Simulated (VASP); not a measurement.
# TiB2 (P6/mmm) in VASP: a series of runs

The runs below take TiB2 through single point, with PBEsol.

All numbers are computed with VASP 6.6.1; they aren't measurements. Logs are shortened: lines on timing, memory, paths and dates and some standing lists are left out, and cuts for length are marked.

## 1. The crystal as given

Symmetry: P6/mmm, No. 191, hexagonal system. The conventional cell has a = 3.019 Å, b = 3.019 Å, c = 3.185 Å, α = 90.00°, β = 90.00°, γ = 120.00°. Around Ti (site symmetry 6/mmm) lie 12 B at 2.36 Å. B (site symmetry -6m2) has 3 B at 1.74 Å as nearest neighbours.

The cell is a database's computed one.

## 2. Single point, PBEsol

Input file INCAR:

```
SYSTEM = TiB2
ALGO = Fast
EDIFF = 1E-7
ENCUT = 700
GGA = PS
ISIF = 2
ISMEAR = 0
LASPH = .True.
LCHARG = .False.
LREAL = .False.
LWAVE = .False.
NELM = 80
PREC = Accurate
SIGMA = 0.1
```

Input file KPOINTS:

```
k-points
0
Gamma
  15 15 14
  0 0 0
```

Input file POSCAR:

```
TiB2
1.0
    3.0188200000      0.0000000000      0.0000000000
   -1.5094100000      2.6143700000      0.0000000000
    0.0000000000      0.0000000000      3.1854700000
Ti B
1 2
Direct
    0.0000000000      1.0000000000      0.0000000000
    0.3333300000      0.6666700000      0.5000000000
    0.6666700000      0.3333300000      0.5000000000
```

Potentials or basis: VASP PAW PBE potentials, release 64 (Ti_sv, B).

Started as:

```console
cat potpaw_PBE.64/Ti_sv/POTCAR potpaw_PBE.64/B/POTCAR > POTCAR
mpirun -np 1 vasp_std > vasp.out
```

OUTCAR:

```text
SYSTEM = TiB2
   EDIFF = 1E-7
   ENCUT = 700
   GGA = PS
   ISIF = 2
   ISMEAR = 0
   LASPH = .True.
   LREAL = .False.
   NELM = 80
   PREC = Accurate

 ion  position               nearest neighbor table
   1  0.000  0.000  0.000-   2 2.36   3 2.36   2 2.36   3 2.36   2 2.36   2 2.36   3 2.36   3 2.36
                             3 2.36   3 2.36   2 2.36   2 2.36
   2  0.333  0.667  0.500-   3 1.74   3 1.74   3 1.74   1 2.36   1 2.36   1 2.36   1 2.36   1 2.36
                             1 2.36
   3  0.667  0.333  0.500-   2 1.74   2 1.74   2 1.74   1 2.36   1 2.36   1 2.36   1 2.36   1 2.36
                             1 2.36

  LATTYP: Found a hexagonal cell.
 ALAT       =     3.0188200000
 C/A-ratio  =     1.0552036889

  Lattice vectors:

 A1 = (   3.0188200000,   0.0000000000,   0.0000000000)
 A2 = (  -1.5094100000,   2.6143700000,   0.0000000000)
 A3 = (   0.0000000000,   0.0000000000,   3.1854700000)

Analysis of symmetry for initial positions (statically):
=====================================================================
 Subroutine PRICEL returns:
 Original cell was already a primitive cell.

 Routine SETGRP: Setting up the symmetry group for a
 hexagonal supercell.

 Subroutine GETGRP returns: Found  8 space group operations
 (whereof  8 operations were pure point group operations)
 out of a pool of 24 trial point group operations.

The static configuration has the point symmetry D_2h.

Analysis of symmetry for dynamics (positions and initial velocities):
=====================================================================
 Subroutine PRICEL returns:
 Original cell was already a primitive cell.

 Routine SETGRP: Setting up the symmetry group for a
 hexagonal supercell.

 Subroutine GETGRP returns: Found  8 space group operations
 (whereof  8 operations were pure point group operations)
 out of a pool of 24 trial point group operations.

The dynamic configuration has the point symmetry D_2h.

 Subroutine INISYM returns: Found  8 space group operations
 (whereof  8 operations are pure point group operations),
 and found     1 'primitive' translations

----------------------------------------------------------------------------------------

                                     Primitive cell

  volume of cell :      25.1407

  direct lattice vectors                    reciprocal lattice vectors
     3.018820000  0.000000000  0.000000000     0.331255259  0.191250665  0.000000000
    -1.509410000  2.614370000  0.000000000     0.000000000  0.382501329  0.000000000
     0.000000000  0.000000000  3.185470000     0.000000000  0.000000000  0.313925418

  length of vectors
     3.018820000  3.018815835  3.185470000     0.382500801  0.382501329  0.313925418

  position of ions in fractional coordinates (direct lattice)
     0.000000000  0.000000000  0.000000000
     0.333330000  0.666670000  0.500000000
     0.666670000  0.333330000  0.500000000

  ion indices of the primitive-cell ions
   primitive index   ion index
                 1           1
                 2           2
                 3           3

----------------------------------------------------------------------------------------

 KPOINTS: k-points

Automatic generation of k-mesh.
 Grid dimensions read from file:
 generate k-points for:   15   15   14

 Generating k-lattice:

  Cartesian coordinates                     Fractional coordinates (reciprocal lattice)
     0.022083684  0.012750044  0.000000000     0.066666667  0.000000000  0.000000000
     0.000000000  0.025500089  0.000000000     0.000000000  0.066666667  0.000000000
     0.000000000  0.000000000  0.022423244     0.000000000  0.000000000  0.071428571

  Length of vectors
     0.025500053  0.025500089  0.022423244

  Shift w.r.t. Gamma in fractional coordinates (k-lattice)
     0.000000000  0.000000000  0.000000000

 Subroutine IBZKPT returns following result:
 ===========================================

 Found    512 irreducible k-points:

 Following reciprocal coordinates:
            Coordinates               Weight
  0.000000  0.000000  0.000000      1.000000
  0.066667 -0.000000  0.000000      4.000000
 -0.066667  0.066667  0.000000      2.000000
  0.133333 -0.000000  0.000000      4.000000
 -0.133333  0.133333  0.000000      2.000000
  0.200000 -0.000000  0.000000      4.000000
[... 16 lines left out ...]
 -0.266667  0.200000  0.000000      4.000000
  0.266667  0.066667  0.000000      4.000000
 [... further k-points ...]
   k-points           NKPTS =    512   k-points in BZ     NKDIM =    512   number of bands    NBANDS=     13
   number of dos      NEDOS =    301   number of ions     NIONS =      3
   total plane-waves  NPLWV =  21952
   dimension x,y,z NGX =    28 NGY =   28 NGZ =   28
   dimension x,y,z NGXF=    56 NGYF=   56 NGZF=   56
   ions per type =               1   2
   NGX,Y,Z   is equivalent  to a cutoff of  15.42, 15.42, 14.61 a.u.
   NGXF,Y,Z  is equivalent  to a cutoff of  30.84, 30.84, 29.23 a.u.
 SYSTEM =  TiB2
   PREC   = accura    normal or accurate (medium, high low for compatibility)
   ISTART =      0    job   : 0-new  1-cont  2-samecut
   ICHARG =      2    charge: 1-file 2-atom 10-const
   ISPIN  =      1    spin polarized calculation?
   LNONCOLLINEAR =      F non collinear calculations
   LSORBIT =      F    spin-orbit coupling
   LASPH  =      T    aspherical Exc in radial PAW
   ENCUT  =  700.0 eV  51.45 Ry    7.17 a.u.   6.51  6.51  6.87*2*pi/ulx,y,z
   NELM   =     80;   NELMIN=  2; NELMDL= -5     # of ELM steps
   EDIFF  = 0.1E-06   stopping-criterion for ELM
   LREAL  =      F    real-space projection
   EDIFFG = 0.1E-05   stopping-criterion for IOM
   NSW    =      0    number of steps for IOM
   IBRION =     -1    ionic relax: 0-MD 1-quasi-New 2-CG
   NFREE  =      0    steps in history (QN), initial steepest desc. (CG)
   ISIF   =      2    stress and relaxation
   ISYM   =      2    0-nonsym 1-usesym 2-fastsym
   POTIM  = 0.5000    time-step for ionic-motion
   TEBEG  =    0.0;   TEEND  =   0.0 temperature during run
   PSTRESS=    0.0 pullay stress
   NELECT =      18.0000    total number of electrons
   NUPDOWN=      -1.0000    fix difference up-down
   EMIN   =  10.00;   EMAX   =-10.00  energy-range for DOS
   EFERMI =   0.00;   METHOD = LEGACY
   ISMEAR =     0;   SIGMA  =   0.10  broadening in eV -4-tet -1-fermi 0-gaus
   EFERMI_NEDOS =   21; number of points for ismear=-14 and -15
   IALGO  =     68    algorithm
   IMIX   =      4    mixing-type and parameters
     AMIX     =   0.40;   BMIX     =  1.00
     AMIX_MAG =   1.60;   BMIX_MAG =  1.00
  volume/ion in A,a.u.               =       8.38        56.55
  Fermi-wavevector in a.u.,A,eV,Ry     =   1.464557  2.767612 29.183523  2.144928
  Thomas-Fermi vector in A             =   2.580519
   LORBIT       =      0    0 simple, 1 ext, 2 COOP (PROOUT), +10 PAW based schemes
   GGA     = PS    functional components
   LHFCALC =     F    Hartree Fock is set to
   AEXX    =    0.0000 exact exchange contribution
   IVDW    =     0    specifies the selected vdW correction
   LEPSILON=     F    determine dielectric tensor
   LRPA    =     F    only Hartree local field effects (RPA)
 non-spin polarized calculation
 RMM-DIIS sequential band-by-band and
 Gauss-broadening in eV      SIGMA  =   0.10
  energy-cutoff  :      700.00
  volume of cell :       25.14
 maximum number of plane-waves:      1105
 NGX is ok and might be reduce to    28
   NGX = 13   NGY = 13   NGZ = 13

 number of electron      18.0000002 magnetization

 Free energy of the ion-electron system (eV)
  ---------------------------------------------------
  ext. energy  EPLUGINS =         0.00000000
  ---------------------------------------------------
  free energy    TOTEN  =       -25.79681956 eV

  energy without entropy =      -25.79497578  energy(sigma->0) =      -25.79589767

 E-fermi :  10.1483     XC(G=0): -12.9719

 val. band max:       10.1475446840   @ k =   0.2000   0.2000   0.1429
 cond. band min:      10.1575550760   @ k =   0.0000   0.0000   0.3571
 fundamental gap:      0.0100103920
 Fermi energy:        10.1482923180

 k-point     1 :       0.0000    0.0000    0.0000
  band No.  band energies     occupation
      1     -46.5068      2.00000
      2     -22.9657      2.00000
      3     -22.6449      2.00000
      4     -22.6449      2.00000
      5      -3.4369      2.00000
      6       7.4266      2.00000
      7       7.4269      2.00000
      8       7.9337      2.00000
      9       7.9574      2.00000
     10      12.0893      0.00000
     11      12.0893      0.00000
     12      15.9052      0.00000
     13      15.9155      0.00000

 k-point     2 :       0.0667   -0.0000    0.0000
  band No.  band energies     occupation
      1     -46.5042      2.00000
      2     -22.9625      2.00000
      3     -22.6642      2.00000
      4     -22.6493      2.00000
      5      -3.3499      2.00000
      6       7.1799      2.00000
      7       7.4150      2.00000
      8       7.8546      2.00000
      9       7.9998      2.00000
     10      12.0631      0.00000
     11      12.2489      0.00000
     12      13.6184      0.00000
     13      16.7807      0.00000

 k-point     3 :      -0.0667    0.0667    0.0000
  band No.  band energies     occupation
      1     -46.5042      2.00000
      2     -22.9625      2.00000
      3     -22.6643      2.00000
      4     -22.6493      2.00000
      5      -3.3499      2.00000
      6       7.1802      2.00000
      7       7.4148      2.00000
      8       7.8546      2.00000
      9       7.9998      2.00000
     10      12.0631      0.00000
     11      12.2488      0.00000
     12      13.6416      0.00000
     13      16.5307      0.00000
[... 305 lines left out ...]
 k-point    23 :      -0.2667    0.2000    0.0000
  band No.  band energies     occupation
      1     -46.4791      2.00000
      2     -22.9309      2.00000
      3     -22.8477      2.00000
      4     -22.6968      2.00000
      5      -2.3494      2.00000
      6       5.0527      2.00000
      7       6.8906      2.00000
      8       7.3139      2.00000
      9       8.4779      2.00000
     10      11.6835      0.00000
     11      12.1756      0.00000
     12      12.8391      0.00000
     13      13.6359      0.00000

 k-point    24 :       0.2667    0.0667    0.0000
  band No.  band energies     occupation
      1     -46.4671      2.00000
      2     -22.9325      2.00000
      3     -22.9159      2.00000
      4     -22.7194      2.00000
      5      -1.7198      2.00000
      6       4.0010      2.00000
      7       6.6300      2.00000
      8       7.1535      2.00000
      9       8.5428      2.00000
     10      11.4827      0.00000
     11      12.1276      0.00000
     12      12.9061      0.00000
     13      14.0526      0.00000

 [... further k-points ...]

------------------------ aborting loop because EDIFF is reached ----------------------------------------

  FORCE on cell =-STRESS in cart. coord.  units (eV):
  Direction    XX          YY          ZZ          XY          YZ          ZX
  --------------------------------------------------------------------------------------
  -------------------------------------------------------------------------------------
  Total        0.0108583      0.0110572      0.0064631      0.0001723      0.0000000      0.0000000
  in kB        0.6919788      0.7046582      0.4118802      0.0109829      0.0000000      0.0000000
  external PRESSURE =       0.6028391 kB  Pullay stress =       0.0000000 kB

 VOLUME and BASIS-vectors are now :
 -----------------------------------------------------------------------------
  energy-cutoff  :      700.00
  volume of cell :       25.14
      direct lattice vectors                 reciprocal lattice vectors
     3.018820000  0.000000000  0.000000000     0.331255259  0.191250665  0.000000000
    -1.509410000  2.614370000  0.000000000     0.000000000  0.382501329  0.000000000
     0.000000000  0.000000000  3.185470000     0.000000000  0.000000000  0.313925418

 POSITION                                       TOTAL-FORCE (eV/Angst)
 -----------------------------------------------------------------------------------
      0.00000      0.00000      0.00000        -0.000000      0.000000     -0.000000
     -0.00002      1.74292      1.59274         0.000492     -0.000284      0.000000
      1.50943      0.87145      1.59274        -0.000492      0.000284      0.000000
 -----------------------------------------------------------------------------------
    total drift:                               -0.000000      0.000000      0.000000

  FREE ENERGIE OF THE ION-ELECTRON SYSTEM (eV)
  ---------------------------------------------------
  free  energy   TOTEN  =       -25.7968195584 eV

  energy  without entropy=      -25.7949757818  energy(sigma->0) =      -25.79589767
```

Wall time 13 min (1 thread of Intel Xeon Platinum 8488C (Sapphire Rapids), shared host); peak memory 0.41 GiB.

Results:

```yaml
Free_energy: -25.7968 eV
Pressure: 0.1 GPa
Band_gap_on_the_k_mesh: none (metal or under the smearing width)
```

Levels at points of the mesh, in eV from the Fermi level:
```
           k point  band 7  band 8  band 9  band 10  band 11  band 12
(0.00, 0.00, 0.00)   -2.72   -2.21   -2.19     1.94     1.94     5.76
(0.00, 0.00, 0.50)   -0.58   -0.58   -0.28    -0.28     0.42     0.42
```

Caveat: the PAW data sets were made with another functional, which shifts forces and pressure a little.

## 3. Single point, PBEsol

Edit INCAR of step 2 so:

```diff
@@ -3,3 +3,3 @@
 EDIFF = 1E-7
-ENCUT = 700
+ENCUT = 520
 GGA = PS
```

Input file KPOINTS:

```
k-points
0
Gamma
  24 24 20
  0 0 0
```

POSCAR is that of step 2.

Potentials or basis: VASP PAW PBE potentials, release 64 (Ti_sv, B).

Started as:

```console
cat potpaw_PBE.64/Ti_sv/POTCAR potpaw_PBE.64/B/POTCAR > POTCAR
mpirun -np 1 vasp_std > vasp.out
```

Run time: 20 min. Hardware: 1 thread of Intel Xeon Platinum 8488C (Sapphire Rapids), shared host; peak memory 0.72 GiB.

Results (log left out):

| Property | Result |
| --- | --- |
| Free energy | -25.7929 eV |
| Pressure | 0.1 GPa |
| Band gap on the k mesh | none (metal or under the smearing width) |

Levels at points of the mesh, in eV from the Fermi level:
| k point | band 6 | band 7 | band 8 | band 9 | band 10 | band 11 | band 12 | band 13 |
| --- | --- | --- | --- | --- | --- | --- | --- | --- |
| (0.00, 0.00, 0.00) | -2.73 | -2.73 | -2.23 | -2.20 | 1.93 | 1.93 | 5.75 | 5.75 |
| (0.50, 0.00, 0.00) | -9.26 | -3.33 | -3.24 | -2.38 | 1.36 | 2.78 | 3.47 | 7.65 |
| (0.50, 0.50, 0.00) | -9.26 | -3.33 | -3.24 | -2.38 | 1.36 | 2.78 | 3.47 | 8.53 |
| (0.00, 0.00, 0.50) | -7.72 | -0.59 | -0.59 | -0.29 | -0.29 | 0.41 | 0.41 | 1.78 |
| (0.50, 0.00, 0.50) | -7.56 | -4.78 | -3.94 | -3.18 | 2.60 | 2.98 | 4.75 | 5.44 |
| (0.50, 0.50, 0.50) | -7.56 | -4.78 | -3.94 | -3.18 | 2.60 | 2.98 | 4.75 | 5.44 |

Caveat: the PAW data sets were made with another functional, which shifts forces and pressure a little.
